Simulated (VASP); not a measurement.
**A VASP 6.6.1 single-point calculation on NaCl**

INCAR

```
NELM = 120
ENCUT = 520
EDIFF = 1E-8
IBRION = -1
GGA = PS
LASPH = .TRUE.
NBANDS = 14
LCHARG = .FALSE.
LWAVE = .FALSE.
LREAL = .FALSE.
NSW = 0
ISMEAR = 0
PREC = High
ISIF = 2
SIGMA = 0.01
```

KPOINTS

```
KPOINTS created by Atomic Simulation Environment
0
Gamma
8 8 8
0 0 0
```

POSCAR

```
Na Cl
 1.0000000000000000
    -0.0000000000000000    2.8026988166785491    2.8026988166785491
     2.8026988166785491    0.0000000000000000    2.8026988166785491
     2.8026988166785491    2.8026988166785491    0.0000000000000000
 Na  Cl
   1   1
Cartesian
  0.0000000000000000 -0.0000000000000000  0.0000000000000000
  2.8026988166785491  2.8026988166785491  2.8026988166785491
```

The recommended PBE PAW datasets give the neutral cell 14 valence electrons.

Command

```
mpirun -np 1 vasp_std
```

Q: How does this run end, and what does it give?

A: It converged. Results: gap between bands v and c on the k mesh 5.00 eV; least direct gap on the k mesh 5.00 eV; pressure 0.0 GPa. Band v is the last that the valence electrons fill when counted band by band, and c is the next.

OSZICAR

```
N       E                     dE             d eps       ncg     rms          rms(c)
DAV:   1     0.100819990501E+03    0.10082E+03   -0.70379E+03   812   0.987E+02
DAV:   2     0.105643993290E+01   -0.99764E+02   -0.91619E+02   924   0.279E+02
DAV:   3    -0.702759304123E+01   -0.80840E+01   -0.80368E+01  1034   0.724E+01
DAV:   4    -0.715759575092E+01   -0.13000E+00   -0.12995E+00   980   0.988E+00
DAV:   5    -0.716040462585E+01   -0.28089E-02   -0.28086E-02  1022   0.147E+00    0.192E+00
DAV:   6    -0.700568452690E+01    0.15472E+00   -0.24970E-01   998   0.349E+00    0.137E+00
DAV:   7    -0.699515895666E+01    0.10526E-01   -0.61666E-02  1088   0.163E+00    0.930E-01
DAV:   8    -0.699862674095E+01   -0.34678E-02   -0.75882E-03   932   0.796E-01    0.287E-01
DAV:   9    -0.699851685915E+01    0.10988E-03   -0.20089E-04   998   0.108E-01    0.174E-01
DAV:  10    -0.699855212735E+01   -0.35268E-04   -0.27160E-04   974   0.106E-01    0.561E-02
DAV:  11    -0.699854313270E+01    0.89946E-05   -0.17678E-05  1028   0.323E-02    0.177E-02
DAV:  12    -0.699854241017E+01    0.72253E-06   -0.28702E-06   926   0.111E-02    0.185E-03
DAV:  13    -0.699854258011E+01   -0.16994E-06   -0.91365E-08  1058   0.209E-03    0.185E-04
DAV:  14    -0.699854253529E+01    0.44818E-07   -0.28167E-09   708   0.411E-04    0.651E-04
DAV:  15    -0.699854254517E+01   -0.98819E-08   -0.23238E-09   658   0.393E-04
   1 F= -.69985425E+01 E0= -.69985425E+01  d E =-.134331E-44
```

For comparison, a separate PBEsol run of the intended cell, on usual settings and not on those above, gives a gap of 5.00 eV on its mesh and a pressure of 0.0 GPa.
